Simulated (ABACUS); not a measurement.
A run of ABACUS 3.10.1:

Contents of INPUT:

```
INPUT_PARAMETERS
suffix              WS2
calculation         nscf
basis_type          lcao
pseudo_dir          ./
orbital_dir         ./
symmetry            -1
dft_functional      pbesol
ecutwfc             100.0
pseudo_rcut         7
nspin               1
nbands              38
ks_solver           genelpa
smearing_method     fd
smearing_sigma      0.00367493
scf_thr             1e-07
scf_nmax            100
mixing_type         broyden
mixing_beta         0.7
init_chg            file
out_band            1
```

Contents of STRU:

```
ATOMIC_SPECIES
W 183.8400 W.upf
S 32.0600 S.upf

NUMERICAL_ORBITAL
W_confined-atom_7au_3s2p2d1f.orb
S_confined-atom_7au_2s2p1d.orb

LATTICE_CONSTANT
1.8897261246

LATTICE_VECTORS
3.1800000000 0.0000000000 0.0000000000
-1.5900000000 2.7539607840 0.0000000000
0.0000000000 0.0000000000 12.5000000000

ATOMIC_POSITIONS
Direct

W
0.0
2
0.6666666667 0.3333333333 0.7500000000 1 1 1
0.3333333333 0.6666666667 0.2500000000 1 1 1

S
0.0
4
0.6666666667 0.3333333333 0.3750000000 1 1 1
0.3333333333 0.6666666667 0.8750000000 1 1 1
0.6666666667 0.3333333333 0.1250000000 1 1 1
0.3333333333 0.6666666667 0.6250000000 1 1 1
```

Contents of KPT:

```
K_POINTS
12
Line
0.00000000 0.00000000 0.00000000 6 // G
0.50000000 0.00000000 0.00000000 6 // M
0.33333333 0.33333333 0.00000000 6 // K
0.00000000 0.00000000 0.00000000 6 // G
0.00000000 0.00000000 0.50000000 6 // A
0.50000000 0.00000000 0.50000000 6 // L
0.33333333 0.33333333 0.50000000 6 // H
0.00000000 0.00000000 0.50000000 1 // A
0.50000000 0.00000000 0.50000000 6 // L
0.50000000 0.00000000 0.00000000 1 // M
0.33333333 0.33333333 0.00000000 6 // K
0.33333333 0.33333333 0.50000000 1 // H
```

Potentials or basis: PseudoDojo NC SR 0.4.1 PBE standard, DZP LCAO (the cutoffs set its grid).

Run with:

```bash
$ OMP_NUM_THREADS=1 mpirun -np 4 abacus > log
```

Hardware: 4 MPI ranks on Intel(R) Xeon(R) Platinum 8175M CPU @ 2.50GHz (Skylake/Cascade Lake), with other jobs on the host.

Question: Estimate the wall time of this run.

Answer: Wall time 2.7 s on 4 MPI ranks on Intel(R) Xeon(R) Platinum 8175M CPU @ 2.50GHz (Skylake/Cascade Lake), on a shared host, peak memory 0.48 GiB a rank. Counts: scf iterations 1, k points 57, bands 38, basis 104, ranks 4.
